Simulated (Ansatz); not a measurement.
The elements of this relaxed trial crystal are hidden behind letters.

```
lattice vectors (Å)
  -4.2804    4.2804    2.6263
   4.2804   -4.2804    2.6263
   4.2804    4.2804   -2.6263
fractional positions
X 0.1432 0.6432 0.7864
X 0.8568 0.3568 0.2136
X 0.3568 0.1432 0.5000
X 0.6432 0.8568 0.5000
Z 0.8487 0.6513 0.5000
Z 0.1513 0.3487 0.5000
Z 0.6513 0.1513 0.8027
Z 0.3487 0.8487 0.1973
```

Theory: Ansatz, DFT PBE, scalar-relativistic, plane waves, PAW. The final run on the 16-atom cell used 420 eV, a Γ-centred 4×4×4 mesh, 0.02 eV smearing and no spin polarisation.

```
Space group                               : I4/mcm (No. 140)
Conventional cell                         : a = 8.561 Å, c = 5.253 Å
Volume per atom                           : 24.06 Å³
Density                                   : 1.95 g/cm³
Formation energy                          : −1.365 eV/atom
Gap on the 4×4×4 mesh of the 16-atom cell : 2.94 eV
```

Energies are uncorrected and count from the elements' standard states at the same level.

Task: X is an s-block element of period 3 and Z is a p-block element of period 3. Which elements are they?

Result: X = Mg, Z = S, so the formula is MgS. Density times volume gives a mean mass of 1.95 × 24.06/1.6605 = 28.3 u per atom, and this set has 28.2 u. Among the elements that the hints allow, noble gases aside, only these give it. Mg has 5 S at 2.49–2.63 Å; S is surrounded by 5 Mg at 2.49–2.63 Å.

Kohn–Sham gaps at this level usually fall short of measured ones. A structure relaxed within its symmetry needn't be a true minimum.
